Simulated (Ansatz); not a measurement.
# PbS (model cell, started as NiAs type): following an unstable mode, part 2 of 3

Wanted: the energy along a soft mode of PbS (model cell, started as NiAs type) and the structure at the end.

Ansatz 0.2.0; DFT PBEsol, scalar-relativistic, plane waves, PAW.

So far. Step 4 (The mode frozen in, largest atomic shift 0.14 Å): The run ends at a pressure of 0.26 GPa, with forces up to 0.016 eV/Å. Step 5 (Energy along the mode, all amplitudes (two of the runs …): The lowest of the steps tried is at 0.14 Å, 1.39 meV/atom below the parent; the bottom of the well need not coincide with a step.

The structure was built from a prototype and need not be the compound's stable phase.

**6. Relaxation from the frozen mode**

Starting from the lowest point found, all atoms and the cell are let go, so that strain and other modes of the same symmetry can join in.

Input file input.yaml:

```yaml
crystal:
  lattice:
    - [4.0683400408, 0.0, 0.0]
    - [0.0, 7.0465716532, 0.0]
    - [0.0, 0.0, 7.2689196984]
  atoms:
    - { symbol: Pb, position: [0.0, 0.0008552681, -0.00031784] }
    - { symbol: Pb, position: [0.5, 0.4991447319, 0.00031784] }
    - { symbol: Pb, position: [0.0, -0.0008552681, 0.49968216] }
    - { symbol: Pb, position: [0.5, 0.5008552681, 0.50031784] }
    - { symbol: S, position: [0.0, 0.3333333333, 0.2307399165] }
    - { symbol: S, position: [0.5, 0.8333333333, 0.2692600835] }
    - { symbol: S, position: [0.5, 0.1666666667, 0.7692600835] }
    - { symbol: S, position: [1.0, 0.6666666667, 0.7307399165] }
kpoints:
  mp_grid: { grid: [8, 6, 4] }
hamiltonian:
  xc: pbesol
scf:
  occupations: { method: methfessel_paxton, width: 0.15 }
output:
  forces: true
  stress: true
  eigenvalues: true
relax:
  adjacent_minimum: "off"
  f_tol: 0.002
  max_steps: 120
  cell: { stress_tol: 0.03 }
```

Started as:

```sh
> ansatz run input.yaml --threads 4 --pin off --max-ram 7168MiB --backend cpu --events-out ev --progress --plain --runs-dir out
```

Numbers of over 12 decimals in the logs are rounded to 6 here.

Output:

```text
[...]
Crystal: 8 atoms, lattice volume = 208.384 Å³
Basis set: ecut = 420 eV, 4047 PW (Γ), exchange–correlation on 60×96×100 points (8 copies of the dense FFT grid, shifted against one another)
Bands: 48, of which v1, the nominal top of the filled ones, is band 40 counted from 1 (39 counted from 0)
Symmetry: 8 space group operations
[...]
k-points: 60 of 192
[...]
SCF iter   1: F=—  HF=-50563.218228 eV  |F-HF|=—  |Δ(HF+E_count)|=         —  Δρ=4.50e-3  dr2=7.73e-2  ethr=1.77e-3  ⟨swp⟩=7.0  Hψ=12720  notcnv=0
[...]
SCF iter   6: F=-50563.198618 eV  HF=-50563.198618 eV  |F-HF|=1.29e-8  |Δ(HF+E_count)|=   1.79e-7  S|Δr|=    0.00e0  Δρ=3.31e-6  dr2=3.29e-8  ethr=1.25e-10  ⟨swp⟩=10.2  Hψ=13967  notcnv=0
SCF 1 converged in 6 iterations: F = -50563.198618 eV  dr2 = 3.29e-8
[...]
relax step   1: F+E_penalty+E_count = -50563.19861761 eV  Δ(F+E_penalty+E_count) = +0.000e0 eV  max|allowed force component| = 1.324e-2 eV/Å  Δτ_max = 0.0000 Å  P = +0.263 GPa  Ω = 208.384 Å³  (6 SCF iters, dr2 threshold 1.00e-7 eV, accepted)
Crystal: 8 atoms, lattice volume = 209.570 Å³
Basis set: ecut = 420 eV, 4107 PW (Γ), exchange–correlation on 60×96×100 points (8 copies of the dense FFT grid, shifted against one another)
[...]
iter 1 solved again at ethr=2.48e-6 eV; its pass at ethr=3.10e-3 eV (dr2=1.98e-3 eV) is discarded
[...]
SCF iter   5: F=-50563.207084 eV  HF=-50563.207084 eV  |F-HF|=4.43e-8  |Δ(HF+E_count)|=   1.03e-6  S|Δr|=    0.00e0  Δρ=6.02e-6  dr2=1.22e-7  ethr=1.00e-9  ⟨swp⟩=7.0  Hψ=12481  notcnv=0
SCF 2 converged in 5 iterations: F = -50563.207084 eV  dr2 = 1.22e-7
relax step   2: F+E_penalty+E_count = -50563.20708418 eV  Δ(F+E_penalty+E_count) = -8.467e-3 eV  max|allowed force component| = 6.714e-2 eV/Å  Δτ_max = 0.0204 Å  P = -0.366 GPa  Ω = 209.570 Å³  energy of the carried Pulay correction = -1.029e-4 eV  (5 SCF iters, dr2 threshold 8.00e-7 eV, accepted)
Crystal: 8 atoms, lattice volume = 208.524 Å³
Basis set: ecut = 420 eV, 4079 PW (Γ), exchange–correlation on 60×96×100 points (8 copies of the dense FFT grid, shifted against one another)
[...]
SCF iter   5: F=-50563.212177 eV  HF=-50563.212177 eV  |F-HF|=9.17e-9  |Δ(HF+E_count)|=   6.24e-7  S|Δr|=    0.00e0  Δρ=3.79e-6  dr2=3.45e-8  ethr=7.77e-10  ⟨swp⟩=6.1  Hψ=12095  notcnv=0
SCF 3 converged in 5 iterations: F = -50563.212177 eV  dr2 = 3.45e-8
relax step   3: F+E_penalty+E_count = -50563.21217724 eV  Δ(F+E_penalty+E_count) = -5.093e-3 eV  max|allowed force component| = 7.177e-2 eV/Å  Δτ_max = 0.0268 Å  P = -0.156 GPa  Ω = 208.524 Å³  energy of the carried Pulay correction = -1.217e-5 eV  (5 SCF iters, dr2 threshold 6.22e-7 eV, accepted)
[... from here on, the SCF cycles and remarks between the steps are left out ...]
relax step   4: F+E_penalty+E_count = -50563.22810812 eV  Δ(F+E_penalty+E_count) = -1.593e-2 eV  max|allowed force component| = 6.799e-2 eV/Å  Δτ_max = 0.0809 Å  P = +0.252 GPa  Ω = 206.358 Å³  energy of the carried Pulay correction = +1.773e-4 eV  (6 SCF iters, dr2 threshold 3.22e-7 eV, accepted)
relax step   5: F+E_penalty+E_count = -50563.25229175 eV  Δ(F+E_penalty+E_count) = -2.418e-2 eV  max|allowed force component| = 1.587e-1 eV/Å  Δτ_max = 0.1952 Å  P = +0.933 GPa  Ω = 202.802 Å³  energy of the carried Pulay correction = +4.924e-4 eV  (6 SCF iters, dr2 threshold 8.00e-7 eV, accepted)
relax step   6: F+E_penalty+E_count = -50563.20376705 eV  Δ(F+E_penalty+E_count) = +4.852e-2 eV  max|allowed force component| = 2.511e-1 eV/Å  Δτ_max = 0.0881 Å  P = +0.021 GPa  Ω = 205.225 Å³  energy of the carried Pulay correction = +2.771e-4 eV  (6 SCF iters, dr2 threshold 8.00e-7 eV, rejected (line search))
relax step   7: F+E_penalty+E_count = -50563.27595492 eV  Δ(F+E_penalty+E_count) = -2.366e-2 eV  max|allowed force component| = 5.688e-2 eV/Å  Δτ_max = 0.0416 Å  P = -0.011 GPa  Ω = 205.094 Å³  energy of the carried Pulay correction = +2.886e-4 eV  (9 SCF iters, accepted)
relax step   8: F+E_penalty+E_count = -50563.29968439 eV  Δ(F+E_penalty+E_count) = -2.373e-2 eV  max|allowed force component| = 6.388e-2 eV/Å  Δτ_max = 0.1000 Å  P = +0.062 GPa  Ω = 203.354 Å³  energy of the carried Pulay correction = +4.431e-4 eV  (6 SCF iters, dr2 threshold 2.02e-7 eV, accepted)
relax step   9: F+E_penalty+E_count = -50563.30387342 eV  Δ(F+E_penalty+E_count) = -4.189e-3 eV  max|allowed force component| = 8.061e-2 eV/Å  Δτ_max = 0.0518 Å  P = +0.005 GPa  Ω = 202.972 Å³  energy of the carried Pulay correction = +4.773e-4 eV  (6 SCF iters, dr2 threshold 2.55e-7 eV, accepted)
relax step  10: F+E_penalty+E_count = -50563.33172763 eV  Δ(F+E_penalty+E_count) = -2.785e-2 eV  max|allowed force component| = 1.074e-1 eV/Å  Δτ_max = 0.0938 Å  P = -0.004 GPa  Ω = 202.382 Å³  energy of the carried Pulay correction = +5.300e-4 eV  (6 SCF iters, dr2 threshold 4.06e-7 eV, accepted)
relax step  11: F+E_penalty+E_count = -50563.37471284 eV  Δ(F+E_penalty+E_count) = -4.299e-2 eV  max|allowed force component| = 1.311e-1 eV/Å  Δτ_max = 0.1216 Å  P = +0.088 GPa  Ω = 201.423 Å³  energy of the carried Pulay correction = +6.162e-4 eV  (6 SCF iters, dr2 threshold 7.22e-7 eV, accepted)
relax step  12: F+E_penalty+E_count = -50563.42721849 eV  Δ(F+E_penalty+E_count) = -5.251e-2 eV  max|allowed force component| = 1.144e-1 eV/Å  Δτ_max = 0.1196 Å  P = +0.216 GPa  Ω = 201.101 Å³  energy of the carried Pulay correction = +6.452e-4 eV  (6 SCF iters, dr2 threshold 8.00e-7 eV, accepted)
relax step  13: F+E_penalty+E_count = -50563.47366348 eV  Δ(F+E_penalty+E_count) = -4.644e-2 eV  max|allowed force component| = 1.021e-1 eV/Å  Δτ_max = 0.1906 Å  P = +0.405 GPa  Ω = 203.525 Å³  energy of the carried Pulay correction = +4.279e-4 eV  (6 SCF iters, dr2 threshold 8.00e-7 eV, accepted)
relax step  14: F+E_penalty+E_count = -50563.42666233 eV  Δ(F+E_penalty+E_count) = +4.700e-2 eV  max|allowed force component| = 1.482e-1 eV/Å  Δτ_max = 0.1927 Å  P = +1.307 GPa  Ω = 201.854 Å³  energy of the carried Pulay correction = +5.775e-4 eV  (6 SCF iters, dr2 threshold 8.00e-7 eV, rejected (line search))
relax step  15: F+E_penalty+E_count = -50563.50598762 eV  Δ(F+E_penalty+E_count) = -3.232e-2 eV  max|allowed force component| = 5.136e-2 eV/Å  Δτ_max = 0.0964 Å  P = +0.222 GPa  Ω = 204.477 Å³  energy of the carried Pulay correction = +3.433e-4 eV  (9 SCF iters, accepted)
relax step  16: F+E_penalty+E_count = -50563.53669430 eV  Δ(F+E_penalty+E_count) = -3.071e-2 eV  max|allowed force component| = 6.992e-2 eV/Å  Δτ_max = 0.0997 Å  P = +0.094 GPa  Ω = 205.117 Å³  energy of the carried Pulay correction = +2.866e-4 eV  (5 SCF iters, dr2 threshold 8.00e-7 eV, accepted)
relax step  17: F+E_penalty+E_count = -50563.59110624 eV  Δ(F+E_penalty+E_count) = -5.441e-2 eV  max|allowed force component| = 1.337e-1 eV/Å  Δτ_max = 0.1469 Å  P = +0.185 GPa  Ω = 205.797 Å³  energy of the carried Pulay correction = +2.266e-4 eV  (5 SCF iters, dr2 threshold 3.06e-7 eV, accepted)
relax step  18: F+E_penalty+E_count = -50563.65579395 eV  Δ(F+E_penalty+E_count) = -6.469e-2 eV  max|allowed force component| = 8.194e-2 eV/Å  Δτ_max = 0.1974 Å  P = -0.085 GPa  Ω = 206.553 Å³  energy of the carried Pulay correction = +1.601e-4 eV  (5 SCF iters, dr2 threshold 8.00e-7 eV, accepted)
relax step  19: F+E_penalty+E_count = -50563.64037136 eV  Δ(F+E_penalty+E_count) = +1.542e-2 eV  max|allowed force component| = 1.340e-1 eV/Å  Δτ_max = 0.1932 Å  P = +0.389 GPa  Ω = 204.827 Å³  energy of the carried Pulay correction = +3.123e-4 eV  (6 SCF iters, dr2 threshold 8.00e-7 eV, rejected (line search))
relax step  20: F+E_penalty+E_count = -50563.69436534 eV  Δ(F+E_penalty+E_count) = -3.857e-2 eV  max|allowed force component| = 6.588e-3 eV/Å  Δτ_max = 0.0767 Å  P = -0.081 GPa  Ω = 205.806 Å³  energy of the carried Pulay correction = +2.258e-4 eV  (9 SCF iters, accepted)
relax step  21: F+E_penalty+E_count = -50563.69465961 eV  Δ(F+E_penalty+E_count) = -2.943e-4 eV  max|allowed force component| = 5.080e-4 eV/Å  Δτ_max = 0.0061 Å  P = +0.029 GPa  Ω = 205.436 Å³  energy of the carried Pulay correction = +2.585e-4 eV  (4 SCF iters, dr2 threshold 3.82e-8 eV, accepted)
relax step  22: F+E_penalty+E_count = -50563.69466068 eV  Δ(F+E_penalty+E_count) = -1.064e-6 eV  max|allowed force component| = 6.555e-5 eV/Å  Δτ_max = 0.0004 Å  P = +0.001 GPa  Ω = 205.531 Å³  energy of the carried Pulay correction = +2.500e-4 eV  (4 SCF iters, dr2 threshold 2.50e-9 eV, accepted)
relax step  23: F+E_penalty+E_count = -50563.69944591 eV  Δ(F+E_penalty+E_count) = -4.785e-3 eV  max|allowed force component| = 6.597e-5 eV/Å  Δτ_max = 0.0000 Å  P = +0.045 GPa  Ω = 205.531 Å³  stress off target by 1.30e-1 GPa  SCF on the basis re-selected at this cell (its energy is not comparable with the rows above)  (5 SCF iters)
relax step  24: F+E_penalty+E_count = -50563.69959298 eV  Δ(F+E_penalty+E_count) = -1.471e-4 eV  max|allowed force component| = 1.863e-4 eV/Å  Δτ_max = 0.0002 Å  P = +0.002 GPa  Ω = 205.681 Å³  energy of the carried Pulay correction = -1.309e-5 eV  (4 SCF iters, dr2 threshold 4.26e-8 eV, accepted)
[...]
SCF iter   4: F=-50563.699606 eV  HF=-50563.699606 eV  |F-HF|=7.28e-12  |Δ(HF+E_count)|=  1.02e-10  S|Δr|=    0.00e0  Δρ=1.06e-7  dr2=9.97e-12  ethr=1.00e-12  ⟨swp⟩=7.5  Hψ=14067  notcnv=0
SCF 25 converged in 4 iterations: F = -50563.699606 eV  dr2 = 9.97e-12
relax step  25: F+E_penalty+E_count = -50563.69960563 eV  Δ(F+E_penalty+E_count) = -1.265e-5 eV  max|allowed force component| = 1.846e-4 eV/Å  Δτ_max = 0.0000 Å  P = +0.002 GPa  Ω = 205.681 Å³  stress off target by 1.16e-2 GPa  SCF on the basis re-selected at this cell (its energy is not comparable with the rows above)  (4 SCF iters)
[...]
SCF converged after 4 iterations
[...]
Free energy (F): -50563.699606 eV
[...]
Internal energy: -50563.699407 eV  (E = F + TS)
E sigma→0 (E₀):  -50563.699556 eV
Entropy (-TS):   -0.000199 eV (-0.025 meV/atom)
Fermi energy:    8.661439 eV
[...]
--- Forces (eV/Å), atoms counted from 1 ---
  atom   1  Pb    -0.00000000     0.00004901     0.00000493
  atom   2  Pb     0.00000000    -0.00004901    -0.00000493
  atom   3  Pb    -0.00000000    -0.00004901     0.00000493
  atom   4  Pb     0.00000000     0.00004901    -0.00000493
  atom   5  S      0.00000000    -0.00018457    -0.00015898
  atom   6  S     -0.00000000    -0.00018457     0.00015898
  atom   7  S     -0.00000000     0.00018457     0.00015898
  atom   8  S      0.00000000     0.00018457    -0.00015898
  max |Σ_I F_I| component: 5.42e-20 eV/Å
--- Stress (GPa, compression-positive) ---
       -0.005376      -0.000000      -0.000000
       -0.000000       0.000472      -0.000000
       -0.000000      -0.000000       0.011648
  P = ⅓ Tr σ = 0.0022 GPa (0.022 kbar)
--- Band table (eV; the first three rows and the last of 60) ---
  k-point 0: bands = [... 36 lower, 6.5761, 6.5765, 7.7085, 7.7086, 9.8851, 9.8852, 10.8987, 10.8994, ... 4 higher]
  k-point 1: bands = [... 36 lower, 6.6147, 6.7801, 6.8254, 7.9567, 9.8990, 10.7920, 10.9664, 11.5791, ... 4 higher]
  k-point 2: bands = [... 36 lower, 6.6193, 6.6193, 7.3066, 7.3066, 11.1297, 11.1297, 11.7937, 11.7937, ... 4 higher]
  k-point 59: bands = [... 36 lower, 7.5260, 7.5260, 7.5260, 7.5260, 9.9867, 9.9867, 9.9867, 9.9867, ... 4 higher]
--- Relaxed structure (23 steps of the walk, 20 accepted, 2 SCFs on fresh bases) ---
  F+E_penalty+E_count = -50563.69960563 eV   max|allowed force component| = 1.846e-4 eV/Å   (the final SCF, on the basis selected at the relaxed cell)
  cell:  # Å, volume = 205.6808 Å³
    - [4.174503, 0.0, 0.0]
    - [0.0, 5.904028, 0.0]
    - [0.0, 0.0, 8.345271]
  atoms:
    - { symbol: Pb, position: [0, 2.1189482116284665e-6, 0.124994] }
    - { symbol: Pb, position: [0.500000, 0.499998, -0.124994] }
    - { symbol: Pb, position: [0, -2.1189482116284665e-6, 0.624994] }
    - { symbol: Pb, position: [0.500000, 0.500002, 0.375006] }
    - { symbol: S, position: [0, 0.500020, 0.125019] }
    - { symbol: S, position: [0.500000, 1.000020, 0.374981] }
    - { symbol: S, position: [0.500000, -2.0068715141863684e-5, 0.874981] }
    - { symbol: S, position: [1.000000, 0.499980, 0.625019] }
```

Run time: 2.2 min. Hardware: 4 threads of Intel Xeon 6975P-C (Granite Rapids), shared host; peak memory 0.9 GiB; 8.4 min of CPU time.

Step by step (22 of 25):

```tsv
step	energy less that of the first step (eV)	largest force component (eV/Å)	pressure (GPa)	volume (Å³)
1	0.0000	0.0132	0.26	208.38
2	-0.0085	0.0671	-0.37	209.57
3	-0.0136	0.0718	-0.16	208.52
4	-0.0295	0.0680	0.25	206.36
6	-0.0051	0.2511	0.02	205.22
7	-0.0773	0.0569	-0.01	205.09
8	-0.1011	0.0639	0.06	203.35
9	-0.1053	0.0806	0.01	202.97
10	-0.1331	0.1074	0.00	202.38
11	-0.1761	0.1311	0.09	201.42
12	-0.2286	0.1144	0.22	201.10
14	-0.2280	0.1482	1.31	201.85
15	-0.3074	0.0514	0.22	204.48
16	-0.3381	0.0699	0.09	205.12
17	-0.3925	0.1337	0.18	205.80
18	-0.4572	0.0819	-0.09	206.55
19	-0.4418	0.1340	0.39	204.83
20	-0.4957	0.0066	-0.08	205.81
22	-0.4960	0.0001	0.00	205.53
23*	-0.5008	0.0001	0.05	205.53
24	-0.5010	0.0002	0.00	205.68
25*	-0.5010	0.0002	0.00	205.68
```

Relaxation steps marked * repeat the geometry before them on a plane-wave basis chosen anew for their cell, so energy and pressure can jump there. Other such steps can lie between the rows shown. Relaxation steps 6, 14, 19 were tried and not accepted.

The run keeps the 8 symmetry operations that it works with, so distortions that break them were not tested.

```tsv
cell as run	before	after	change
a (Å)	4.068	4.175	+2.6 %
b (Å)	7.047	5.904	-16.2 %
c (Å)	7.269	8.345	+14.8 %
volume (Å³/atom)	26.05	25.71	-1.3 %
```

The atoms that moved most (Å, as changes of fractional coordinates times the final cell):

```tsv
atom	dx	dy	dz	length
S6	0.000	0.984	0.882	1.322
S7	0.000	-0.984	0.882	1.322
S8	0.000	-0.984	-0.882	1.322
S5	0.000	0.984	-0.882	1.322
Pb2	0.000	0.005	-1.046	1.046
Pb3	0.000	0.005	1.046	1.046
Pb4	0.000	-0.005	-1.046	1.046
Pb1	0.000	-0.005	1.046	1.046
```

Final coordinates:

```cif
data_structure
_symmetry_space_group_name_H-M 'P 1'
_symmetry_Int_Tables_number 1
_cell_length_a 4.1745
_cell_length_b 5.9040
_cell_length_c 8.3453
_cell_angle_alpha 90.000
_cell_angle_beta 90.000
_cell_angle_gamma 90.000
_cell_volume 205.68
loop_
_atom_site_label
_atom_site_type_symbol
_atom_site_fract_x
_atom_site_fract_y
_atom_site_fract_z
_atom_site_occupancy
Pb1 Pb 0.00000 0.00000 0.12499 1
Pb2 Pb 0.50000 0.50000 0.87501 1
Pb3 Pb 0.00000 0.00000 0.62499 1
Pb4 Pb 0.50000 0.50000 0.37501 1
S5 S 0.00000 0.50002 0.12502 1
S6 S 0.50000 0.00002 0.37498 1
S7 S 0.50000 0.99998 0.87498 1
S8 S 0.00000 0.49998 0.62502 1
```

This step gave:

- pressure: 0.002248 GPa
- volume per atom: 25.71 Å³
- gap on the k-mesh: 0.1910 eV

The distorted start has space group Pnma; the relaxation ends in Fm-3m.

(Part 2 of 3 ends here.)

[Logs are printed without paths, hosts, clocks, repeated set-up lines and the standing remarks that a program may print on its own settings, such as how far it seeks lower states.]

[Hosts, paths, dates, database ids (printed as entryN), source tags and the programs' standing remarks are cut or masked in the printed files.]
